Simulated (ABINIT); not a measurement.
The system is Te2Pt (Moncheite).

```
CELL_PARAMETERS angstrom
4.01000 0.00000 0.00000
-2.00500 3.47276 0.00000
0.00000 0.00000 5.20100
ATOMIC_POSITIONS crystal
Pt 0.00000 0.00000 0.00000
Te 0.66667 0.33333 0.75000
Te 0.33333 0.66667 0.25000
```

Base run:

| Item | Value |
| --- | --- |
| Program | ABINIT 10.8.3 (patched build) |
| Functional | PW91 |
| Potentials or basis | JTH PAW PBE v2.0 |
| Cutoff | 544 eV |
| k mesh | 8 × 8 × 5 |
| Occupations | fermi-dirac, width 0.05 eV |
| Spin | no spin polarisation |

Its results: band gap on the k mesh none (metal or under the smearing width); pressure 10.1 GPa; largest force 1.227 eV/Å.

**Question.** The run is repeated on the same cell with these changes: functional from PW91 to BLYP. What comes out?

**Answer.** Band gap on the k mesh none (metal or under the smearing width); pressure 16.8 GPa; largest force 1.590 eV/Å.

BLYP binds less tightly than PW91, so the same cell stands under more pressure.

Caveats: spin-orbit coupling is left out, which moves the levels of the heavy elements; the PAW data sets were made with another functional, which shifts forces and pressure a little (some runs); so large a pressure means that the cell lies far from this level's equilibrium, or that cutoff or potentials fall short (some runs); the potentials were made for another functional, which shifts forces and pressure (some runs).
